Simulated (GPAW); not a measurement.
BeTe, 2 atoms in the cell. It takes space group F-43m (No. 216, cubic). Conventional cell: a = 5.503 Å, b = 5.503 Å, c = 5.503 Å, α = 90.00°, β = 90.00°, γ = 90.00°. Te (site symmetry -43m) is surrounded by 4 Be at 2.38 Å. Be (site symmetry -43m) is surrounded by 4 Te at 2.38 Å. 

```yaml
Program: GPAW 26.7.0
Task: dielectric tensor
Functional: PBE
Potentials_or_basis: GPAW PAW data sets (gpaw-data 1.2.1)
Cutoff: 650 eV
Basis: pw
k_mesh: 7 × 7 × 7
Occupations: fermi-dirac, width 0.001 eV
Spin: no spin polarisation
Response_ecut: 80 eV
Maxiter: 150
Response_k_mesh: 21 × 21 × 21
Response_bands: 24
Kernels: "[\"RPA\"]"
Coarser_k_mesh: 21 × 21 × 21
```

Potentials or basis: GPAW PAW data sets (gpaw-data 1.2.1), pw.

Run with:

```sh
$ OMP_NUM_THREADS=1 python run.py
```

Hardware: 1 thread of Arm Neoverse V2, with other jobs on the host.

Problem. Estimate the wall time of this run.

Solution. It took 3.7 min on 1 thread of Arm Neoverse V2, on a shared host, peak memory 0.56 GiB. Counts: scf iterations 21, plane waves 1586, bands 11, k points 20.
